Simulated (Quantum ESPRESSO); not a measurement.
The system is TiSe.

```
Ti Se
1.0
     4.56273    0.00000    0.00000
     0.00000    4.56273    0.00000
     0.00000    0.00000    5.68062
Ti Se
2 2
Direct
  0.00000 0.50000 0.00000
  0.50000 0.00000 0.50000
  0.00000 0.00000 0.25000
  0.00000 0.00000 0.75000
```

The cell comes from a database or a generator and needn't be the stable form of this composition.

Program: Quantum ESPRESSO 7.5. Alike in all runs: task single point; potentials or basis Ansatz NC SR PBE; spin collinear, ferromagnetic start; Ti d U = 3 eV; cell as given; k mesh 4 × 4 × 3; cutoff (eV) 1170; smearing gaussian 0.05 eV; the mesh is coarse, so values aren't converged.

Task: Order these runs on this cell by their pressure, lowest first.
A. level LDA+U; form of the LDA correlation PZ81
B. level PBEsol+U
C. level RPBE+U
D. level PW91+U

Result: A (-1.7 GPa), B (0.2 GPa), D (2.5 GPa), C (4.2 GPa).

Caveats: all runs use coarse meshes; the potentials were made for another functional, which shifts forces and pressure.

Runs at the PBE level aren't shown here.
